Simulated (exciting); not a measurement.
# TaS2 (P-3m1) in exciting: reference runs

Reference runs on TaS2: the cell as given.

Everything below comes from runs of exciting (release sodium). Logs are shortened: lines on timing, memory, paths and dates and some standing lists are left out, and cuts for length are marked.

## 1. Starting point

It takes space group P-3m1 (No. 164, trigonal). The conventional cell has a = 3.350 Å, b = 3.350 Å, c = 5.860 Å, α = 90.00°, β = 90.00°, γ = 120.00°. Ta (site symmetry -3m) is surrounded by 6 S at 2.43 Å. S (site symmetry 3m) is surrounded by 3 Ta at 2.43 Å.

## 2. Single point, PBE

Contents of input.xml:

```xml
<input>
  <title>TaS2</title>
  <structure speciespath="./" tshift="false">
    <crystal scale="1">
      <basevect>6.330582517496 0.000000000000 0.000000000000</basevect>
      <basevect>-3.165291258748 5.482445280947 0.000000000000</basevect>
      <basevect>0.000000000000 0.000000000000 11.073795090307</basevect>
    </crystal>
    <species speciesfile="Ta.xml" rmt="2.3">
      <atom coord="0.000000000000 0.000000000000 0.000000000000"/>
    </species>
    <species speciesfile="S.xml" rmt="1.9">
      <atom coord="0.666666666700 0.333333333300 0.750000000000"/>
      <atom coord="0.333333333300 0.666666666700 0.250000000000"/>
    </species>
  </structure>
  <groundstate do="fromscratch" ngridk="9 9 5" rgkmax="7.5" gmaxvr="14" lmaxapw="10" lmaxmat="10" lmaxvr="8" xctype="GGA_PBE" stype="Fermi Dirac" swidth="0.00183747" nempty="16" ValenceRelativity="iora*" epsengy="1e-05" epspot="1e-05" maxscl="60" tforce="true" outputlevel="normal"/>
</input>
```

Potentials or basis: all-electron LAPW+lo, shipped species files, valence relativity iora*.

On the command line:

```console
> OMP_NUM_THREADS=1 exciting_smp
```

INFO.OUT:

```text
================================================================================
EXCITING SODIUM started
[... 10 lines left out ...]

 Lattice vectors (cartesian) :
      6.3305825175      0.0000000000      0.0000000000
     -3.1652912587      5.4824452809      0.0000000000
      0.0000000000      0.0000000000     11.0737950903

 Reciprocal lattice vectors (cartesian) :
      0.9925129780      0.5730276350     -0.0000000000
      0.0000000000      1.1460552701      0.0000000000
      0.0000000000     -0.0000000000      0.5673922315

 Unit cell volume                           :     384.3390062665
 Brillouin zone volume                      :       0.6453943248

 Species :    1 (Ta)
     parameters loaded from                 :    Ta.xml
     name                                   :    tantalum
     nuclear charge                         :     -73.00000000
     electronic charge                      :      73.00000000
     atomic mass                            :  329847.84330000
     muffin-tin radius                      :       2.30000000
     # of radial points in muffin-tin       :     450

     atomic positions (lattice) :
       1 :   0.00000000  0.00000000  0.00000000

 Species :    2 (S)
     parameters loaded from                 :    S.xml
     name                                   :    sulphur
     nuclear charge                         :     -16.00000000
     electronic charge                      :      16.00000000
     atomic mass                            :   58452.74216000
     muffin-tin radius                      :       1.90000000
     # of radial points in muffin-tin       :     300

     atomic positions (lattice) :
       1 :   0.66666667  0.33333333  0.75000000
       2 :   0.33333333  0.66666667  0.25000000

 Total number of atoms per unit cell        :       3

 Spin treatment                             :    spin-unpolarised

 Number of Bravais lattice symmetries       :      24
 Number of crystal symmetries               :      12

 k-point grid                               :       9    9    5
 Total number of k-points                   :      50
 k-point set is reduced with crystal symmetries

 R^MT_min * |G+k|_max (rgkmax)              :       7.50000000
 Species with R^MT_min                      :       2 (S)
 Maximum |G+k| for APW functions            :       3.94736842
 Maximum |G| for potential and density      :      14.00000000

 G-vector grid sizes                        :      30    30    50
 Total number of G-vectors                  :   17851

 Maximum angular momentum used for
     APW functions                          :      10
     computing H and O matrix elements      :      10
     potential and density                  :       8
     inner part of muffin-tin               :       2

 Total nuclear charge                       :    -105.00000000
 Total electronic charge                    :     105.00000000
 Total core charge                          :      66.00000000
 Total valence charge                       :      39.00000000

 Number of empty states                     :      16
 Total number of valence states             :      36

 Maximum Hamiltonian size                   :     443
 Maximum number of plane-waves              :     408
 Total number of local-orbitals             :      35

 Exchange-correlation type                  :      20
     Perdew-Burke-Ernzerhof, Phys. Rev. Lett. 77, 3865 (1996)
     Generalised gradient approximation (GGA)

 Smearing scheme                            :    Fermi-Dirac
 Smearing width                             :       0.00183747

 Using multisecant Broyden potential mixing
[... 16 lines left out ...]
+ SCF iteration number :    1                                                  +
++++++++++++++++++++++++++++++++++++++++++++++++++++++++++++++++++++++++++++++++
 Total energy                               :    -16409.28516261
 _______________________________________________________________
 Fermi energy                               :         0.30247189
 Kinetic energy                             :     18356.62582504
 Coulomb energy                             :    -34397.02876296
 Exchange energy                            :      -363.18770942
 Correlation energy                         :        -5.69451527

 DOS at Fermi energy (states/Ha/cell)       :        27.20545562

 Electron charges :
     core                                   :        66.00000000
     core leakage                           :         0.00103617
     valence                                :        39.00000000
     interstitial                           :         7.48431258
     charge in muffin-tin spheres :
                  atom     1    Ta          :        69.83232792
                  atom     2     S          :        13.84167975
                  atom     3     S          :        13.84167975
     total charge in muffin-tins            :        97.51568742
     total charge                           :       105.00000000

++++++++++++++++++++++++++++++++++++++++++++++++++++++++++++++++++++++++++++++++
+ SCF iteration number :    2                                                  +
++++++++++++++++++++++++++++++++++++++++++++++++++++++++++++++++++++++++++++++++
 Total energy                               :    -16426.33317231
 _______________________________________________________________
 Fermi energy                               :         0.29313080
 Kinetic energy                             :     18343.42812620
 Coulomb energy                             :    -34400.73446620
 Exchange energy                            :      -363.32461606
 Correlation energy                         :        -5.70221625

 DOS at Fermi energy (states/Ha/cell)       :        51.70008255

 Electron charges :
     core                                   :        66.00000000
     core leakage                           :         0.00105322
     valence                                :        39.00000000
     interstitial                           :         7.50520788
     charge in muffin-tin spheres :
                  atom     1    Ta          :        70.14181889
                  atom     2     S          :        13.67648661
                  atom     3     S          :        13.67648661
     total charge in muffin-tins            :        97.49479212
     total charge                           :       105.00000000
[... 396 lines left out ...]
++++++++++++++++++++++++++++++++++++++++++++++++++++++++++++++++++++++++++++++++
+ SCF iteration number :   16                                                  +
++++++++++++++++++++++++++++++++++++++++++++++++++++++++++++++++++++++++++++++++
 Total energy                               :    -16424.61922183
 _______________________________________________________________
 Fermi energy                               :         0.29732792
 Kinetic energy                             :     18344.00949817
 Coulomb energy                             :    -34399.64165565
 Exchange energy                            :      -363.28444549
 Correlation energy                         :        -5.70261886

 DOS at Fermi energy (states/Ha/cell)       :        52.13447543

 Electron charges :
     core                                   :        66.00000000
     core leakage                           :         0.00105028
     valence                                :        39.00000000
     interstitial                           :         7.54307235
     charge in muffin-tin spheres :
                  atom     1    Ta          :        70.19143197
                  atom     2     S          :        13.63274784
                  atom     3     S          :        13.63274784
     total charge in muffin-tins            :        97.45692765
     total charge                           :       105.00000000

 RMS change in effective potential (target) :  0.387853E-08  ( 0.100000E-04)
 Absolute change in total energy   (target) :  0.271146E-05  ( 0.100000E-04)
 Charge distance                   (target) :  0.771244E-09  ( 0.100000E-04)
 Abs. change in max-nonIBS-force   (target) :  0.654303E-07  ( 0.500000E-04)

++++++++++++++++++++++++++++++++++++++++++++++++++++++++++++++++++++++++++++++++
| Convergency criteria checked for the last 2 iterations                       +
| Convergence targets achieved. Performing final SCF iteration                 +
++++++++++++++++++++++++++++++++++++++++++++++++++++++++++++++++++++++++++++++++
 Total energy                               :    -16424.61922066
 _______________________________________________________________
 Fermi energy                               :         0.29732792
 Kinetic energy                             :     18344.00949893
 Coulomb energy                             :    -34399.64165527
 Exchange energy                            :      -363.28444546
 Correlation energy                         :        -5.70261886

 DOS at Fermi energy (states/Ha/cell)       :        52.13447470

 Electron charges :
     core                                   :        66.00000000
     core leakage                           :         0.00105028
     valence                                :        39.00000000
     interstitial                           :         7.54307237
     charge in muffin-tin spheres :
                  atom     1    Ta          :        70.19143195
                  atom     2     S          :        13.63274784
                  atom     3     S          :        13.63274784
     total charge in muffin-tins            :        97.45692763
     total charge                           :       105.00000000

++++++++++++++++++++++++++++++++++++++++++++++++++++++++++++++++++++++++++++++++
+ Self-consistent loop stopped                                                 +
++++++++++++++++++++++++++++++++++++++++++++++++++++++++++++++++++++++++++++++++
 STATE.OUT is written

--------------------------------------------------------------------------------
- Writing atomic positions and forces                                          -
--------------------------------------------------------------------------------

 Atomic positions (lattice) :
 atom     1  Ta  :     0.00000000    0.00000000    0.00000000
 atom     2   S  :     0.66666667    0.33333333    0.75000000
 atom     3   S  :     0.33333333    0.66666667    0.25000000

 Total atomic forces including IBS (cartesian) :
 atom     1  Ta  :    -0.00000000    0.00000000    0.00000000
 atom     2   S  :    -0.00000000   -0.00000000   -0.02441885
 atom     3   S  :     0.00000000    0.00000000    0.02441885

 Atomic force components including IBS (cartesian) :
 atom     1  Ta  :    -0.00000000   -0.00000000   -0.00000000   HF force
                 :    -0.00000000    0.00000000    0.00000000   core correction
                 :     0.00000000   -0.00000000    0.00000000   IBS correction
 atom     2   S  :     0.00000000   -0.00000000   -0.48732008   HF force
                 :    -0.00000000   -0.00000000    0.44734526   core correction
                 :     0.00000000    0.00000000    0.01555597   IBS correction
 atom     3   S  :     0.00000000    0.00000000    0.48732008   HF force
                 :     0.00000000   -0.00000000   -0.44734526   core correction
                 :    -0.00000000   -0.00000000   -0.01555597   IBS correction

********************************************************************************
* Groundstate module stopped                                                   *
********************************************************************************

--------------------------------------------------------------------------------
- CAUTION! Warnings have been written in file WARNING.OUT !                    -
--------------------------------------------------------------------------------
================================================================================
| EXCITING SODIUM stopped                                                      =
================================================================================
```

Wall time 2.9 min (1 thread of Intel Xeon Platinum 8488C (Sapphire Rapids), shared host); peak memory 0.18 GiB.

What came out:

```yaml
Free_energy: -446936.6726 eV
Largest_force: 1.256 eV/Å
Band_gap_on_the_k_mesh: none (metal or under the smearing width)
All_electrons_inside_the_program's_atomic_spheres: Ta 70.19; S 13.63 (radii Ta 2.3, S 1.9 bohr)
```

Forces on the atoms (eV/Å):
```
Ta   0.000  0.000  0.000
S    0.000  0.000 -1.256
S    0.000  0.000  1.256
```

Caveat: the log's total energy holds no entropy term; the free energy is that total less TS from the occupations; forces of over 1 eV/Å show positions far from the minimum, so gaps and moduli don't describe the material at rest. The run has no spin-orbit coupling, so splittings on Ta are missing.
